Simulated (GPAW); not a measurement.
Runs of GPAW 26.7.0 on Fe2Ge. Symmetry: P6/mmm, No. 191, hexagonal system. The conventional cell has a = 4.164 Å, b = 4.164 Å, c = 2.626 Å, α = 90.00°, β = 90.00°, γ = 120.00°. Ge (site symmetry 6/mmm) is surrounded by 2 Ge at 2.63 Å and 12 Fe at 2.74 Å. Fe (site symmetry -6m2) has 5 Fe at 2.40 to 2.63 Å and 6 Ge at 2.74 Å as nearest neighbours. The cell comes from a database or a generator and needn't be the stable form of this composition.

| level | U | pressure (GPa) | moment (μB) |
| --- | --- | --- | --- |
| PBEsol+U | Fe d U = 6 eV | 12.8 | 6.06 |
| PBEsol+U | Fe d U = 3 eV | 3.5 | 5.74 |
| PBEsol+U | Fe d U = 1 eV | -2.6 | 5.34 |
| PBEsol | - | -5.8 | 5.06 |
| PBEsol+U | Fe d U = 8 eV | 27.3 | (b) |
| PBEsol+U | Fe d U = 4 eV | (a) | 5.80 |
| PBEsol+U | Fe d U = 2 eV | (c) | 5.57 |

Alike in all rows: task band structure; potentials or basis PAW data sets generated in the run's folder for this functional, pw; spin collinear, ferromagnetic start; cell as given; k mesh 6 × 6 × 7; cutoff (eV) 600; smearing fermi-dirac 0.05 eV.

Task: Estimate the missing entries.

Result: (a) 6.0; (b) 6.54; (c) 0.7.

Caveats: the U is typed as a test and isn't derived for this compound (some runs).
